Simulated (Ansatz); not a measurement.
A run of Ansatz 0.2.0 is set up as follows.

The input input.yaml:

```yaml
crystal:
  lattice:
    - [3.232, 0.0, 0.0]
    - [-1.616, 2.798994105, 0.0]
    - [0.0, 0.0, 5.147]
  atoms:
    - { symbol: Zr, position: [0.6666666667, 0.3333333333, 0.75] }
    - { symbol: Zr, position: [0.3333333333, 0.6666666667, 0.25] }
hamiltonian:
  xc: { exchange: pbe, correlation: pbe, exx: { coeff: 0.25, omega: 0.3 } }
  pseudopotentials: { kind: paw }
kpoints:
  mp_grid: { grid: [5, 5, 3] }
scf:
  occupations: { method: fermi_dirac, width: 0.05 }
output:
  forces: true
  stress: true
  write_density: true
  write_potential: true
  elf: true
  volumetric_format: npy
relax:
  f_tol: 0.01
  max_steps: 40
  cell: { stress_tol: 0.05 }
```

Potentials or basis: Ansatz PAW.

Launch:

```bash
$ ansatz run input.yaml --threads 2 --pin off --max-ram 5632MiB --backend cpu --events-out ev --progress --plain --runs-dir out
```

(1) What does it give for the band gap on the k mesh?

(2) What does it give for the relaxed cell?

Answers

(1) none (metal or under the smearing width).

(2) a = 3.269 Å, b = 3.269 Å, c = 5.059 Å, α = 90.00°, β = 90.00°, γ = 120.00°.

Caveat: the k mesh is coarse (spacing up to 0.45 Å⁻¹), so the values aren't converged, least of all with exact exchange.
